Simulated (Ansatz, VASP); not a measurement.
# Two plane-wave programs on Pd

The input INCAR:

```
SYSTEM = Pd
PREC = Accurate ; ENCUT = 520
EDIFF = 1E-7 ; ISMEAR = -1
SIGMA = 0.1 ; LREAL = .False.
LASPH = .True. ; NELM = 100
ALGO = Normal ; ISIF = 2
LWAVE = .False. ; LCHARG = .False.
GGA = RP ; NBANDS = 11
```

The input KPOINTS:

```
regular mesh
0
Gamma
  16 16 16
  0 0 0
```

File POSCAR:

```
Pd
1.0
   -1.6265487872      1.6265487872      1.6265487872
    1.6265487872     -1.6265487872      1.6265487872
    1.6265487872      1.6265487872     -1.6265487872
Pd
1
Direct
    0.0000000000      0.0000000000      0.0000000000
```

Input for Ansatz:

```yaml
crystal:
  lattice:
    - [-1.6265487872, 1.6265487872, 1.6265487872]
    - [1.6265487872, -1.6265487872, 1.6265487872]
    - [1.6265487872, 1.6265487872, -1.6265487872]
  atoms:
    - { symbol: Pd, position: [0.0, 0.0, 0.0] }
hamiltonian:
  xc: rpbe
  pseudopotentials:
    kind: paw
    azcp:
      Pd: "pseudopotentials/Pd.paw.azcp"
basis:
  ecutwfc: 420
  fft_grid_basis: typed
kpoints:
  mp_grid: { grid: [16, 16, 16], shift: [0, 0, 0] }
magnetization:
  spin_polarized: false
scf:
  occupations: { method: fermi_dirac, width: 0.1 }
  lower_state_search: "off"
output:
  stress: true
```

Alike in both runs: task single point; functional RPBE; k mesh 16 × 16 × 16; occupations fermi-dirac, width 0.1 eV; no spin polarisation.

|  | VASP | Ansatz |
| --- | --- | --- |
| version | VASP 6.6.1 | Ansatz 0.2.0 |
| potentials or method | VASP PAW PBE potentials, release 64 (Pd) | plane waves (420 eV) with PAW, scalar-relativistic |
| plane-wave cutoff (eV) | 520 | 420 |
| valence electrons in the cell | 10 | 18 |

```tsv
	VASP	Ansatz	Ansatz less VASP
pressure (GPa)	-9.0	-8.8	+0.14
```

With one functional, cell and mesh, what is left measures potentials, basis and numerics. The two sets of potentials don't hold the same shells in valence.

Caveats: the PAW data sets were made with another functional, which shifts forces and pressure a little (VASP).
